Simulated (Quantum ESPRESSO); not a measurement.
**CsPbCl3: equation of state with PBEsol**

CsPbCl3:

```xyz
5
Lattice="5.6050 0.0000 0.0000 0.0000 5.6050 0.0000 0.0000 0.0000 5.6050" Properties=species:S:1:pos:R:3 pbc="T T T"
Pb    2.8025    2.8025    2.8025
Cs    0.0000    0.0000    0.0000
Cl    2.8025    0.0000    2.8025
Cl    0.0000    2.8025    2.8025
Cl    2.8025    2.8025    0.0000
```

* Program: Quantum ESPRESSO 7.5
* Task: equation of state
* Functional: PBEsol
* Potentials or basis: GBRV 1.5 PBEsol
* Cutoff: 612 eV
* Density cutoff: 4898 eV
* k mesh: 5 × 5 × 5
* Occupations: fermi-dirac, width 0.05 eV
* Spin: no spin polarisation

```yaml
Equilibrium_volume: 35.33 Å³/atom
Bulk_modulus: 25 GPa
Pressure_derivative_of_the_bulk_modulus: 4.7
```

Energy against volume, from the lowest point:
| volume (Å³/atom) | energy (meV/atom) |
| --- | --- |
| 33.104 | 12.31 |
| 33.809 | 5.51 |
| 34.513 | 1.50 |
| 35.217 | 0.00 |
| 35.922 | 0.72 |
| 36.626 | 3.44 |
| 37.330 | 7.93 |

All runs of the series together: 2.6 min on 2 threads of AMD EPYC 9R45 96-Core Processor (Zen 5) (shared host).

Spin-orbit coupling is left out, which matters for the levels of Cs, Pb. Zero-point motion and thermal expansion aren't in these numbers.
